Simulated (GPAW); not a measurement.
NaF (Villiaumite):

```
Na F
1.0
     0.00000    2.32000    2.32000
     2.32000    0.00000    2.32000
     2.32000    2.32000    0.00000
Na F
1 1
Direct
  0.00000 0.00000 0.00000
  0.50000 0.50000 0.50000
```

Program: GPAW 26.7.0. Alike in all runs: no spin polarisation; cell as given.

Question: Order these runs on this cell by their band gap on the k mesh, lowest first.
A. level TB-mBJ; potentials or basis GPAW PAW data sets for LDA (gpaw-data 1.2.1), pw; k mesh 10 × 10 × 10; cutoff (eV) 800; smearing fermi-dirac 0.05 eV; maxiter 150
B. level PBE; potentials or basis GPAW PAW data sets (gpaw-data 1.2.1), pw; k mesh 10 × 10 × 10; cutoff (eV) 800; smearing gaussian 0.1 eV; maxiter 150
C. level GLLB-SC; potentials or basis the program's PAW data sets (release 1.2.1) made for this functional, pw; k mesh 8 × 8 × 8; cutoff (eV) 650; smearing fermi-dirac 0.05 eV; maxiter 80
D. level r2SCAN; potentials or basis GPAW PAW data sets (gpaw-data 1.2.1), pw; k mesh 10 × 10 × 10; cutoff (eV) 800; smearing fermi-dirac 0.05 eV; maxiter 150; band path GXWKGLUWLK,UX; band points 60

Answer: B (6.31 eV), D (7.11 eV), C (8.68 eV), A (10.83 eV).

Caveats: a model potential gives levels but no total energy (some runs).

A k mesh can miss the band edges.

Not every run made on this cell is shown here.
